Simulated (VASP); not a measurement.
Wanted: the native input for a VASP 6.6.1 run.

```yaml
Task: band structure
Functional: SCAN
Potentials_or_basis: VASP PAW PBE potentials, release 64 (Sn_d, O)
Cutoff: 520 eV
k_mesh: 6 × 6 × 8
Occupations: fermi-dirac, width 0.05 eV
Spin: no spin polarisation
Further_INCAR_settings: ALGO = Normal; EDIFF = 1e-07; NBANDS = 35
```

The structure of SnO2 (Cassiterite) lies in POSCAR:

```
SnO2
1.0
    4.7380000000      0.0000000000      0.0000000000
    0.0000000000      4.7380000000      0.0000000000
    0.0000000000      0.0000000000      3.1865000000
Sn O
2 4
Direct
    0.5000000000      0.5000000000      0.5000000000
    0.0000000000      0.0000000000      0.0000000000
    0.8071000000      0.1929000000      0.5000000000
    0.6929000000      0.6929000000      0.0000000000
    0.1929000000      0.8071000000      0.5000000000
    0.3071000000      0.3071000000      0.0000000000
```

One way to write it, as run:

INCAR

```
ALGO = Normal
EDIFF = 1E-7
ENCUT = 520
ISIF = 2
ISMEAR = -1
LASPH = T
LCHARG = F
LMIXTAU = T
LREAL = F
LWAVE = F
METAGGA = SCAN
NBANDS = 35
NELM = 80
PREC = Accurate
SIGMA = 0.05
```

KPOINTS

```
k-points
0
Gamma
  6 6 8
```

KPOINTS_OPT

```
path GXMGZRAZ,XR,MA
10
line-mode
reciprocal
 0.0000000000  0.0000000000  0.0000000000  G
 0.0000000000  0.5000000000  0.0000000000  X

 0.0000000000  0.5000000000  0.0000000000  X
 0.5000000000  0.5000000000  0.0000000000  M

 0.5000000000  0.5000000000  0.0000000000  M
 0.0000000000  0.0000000000  0.0000000000  G

 0.0000000000  0.0000000000  0.0000000000  G
 0.0000000000  0.0000000000  0.5000000000  Z

 0.0000000000  0.0000000000  0.5000000000  Z
 0.0000000000  0.5000000000  0.5000000000  R

 0.0000000000  0.5000000000  0.5000000000  R
 0.5000000000  0.5000000000  0.5000000000  A

 0.5000000000  0.5000000000  0.5000000000  A
 0.0000000000  0.0000000000  0.5000000000  Z

 0.0000000000  0.5000000000  0.0000000000  X
 0.0000000000  0.5000000000  0.5000000000  R

 0.5000000000  0.5000000000  0.0000000000  M
 0.5000000000  0.5000000000  0.5000000000  A
```

Potentials or basis: VASP PAW PBE potentials, release 64 (Sn_d, O).

Command:

```bash
$ cat potpaw_PBE.64/Sn_d/POTCAR potpaw_PBE.64/O/POTCAR > POTCAR
$ mpirun -np 1 vasp_std > vasp.out
```

It gave:

- Pressure: 3.5 GPa
- Largest force: 0.262 eV/Å
- Band gap on the k mesh: 1.88 eV, direct
- Band gap along the path: 1.88 eV, direct

Caveat: the PAW data sets were made with another functional, which shifts forces and pressure a little; spin-orbit coupling is left out, which moves the levels of the heavy elements.

It took 15 min on 1 thread of AMD EPYC 9R45 (Zen 5), on a shared host, peak memory 0.26 GiB.
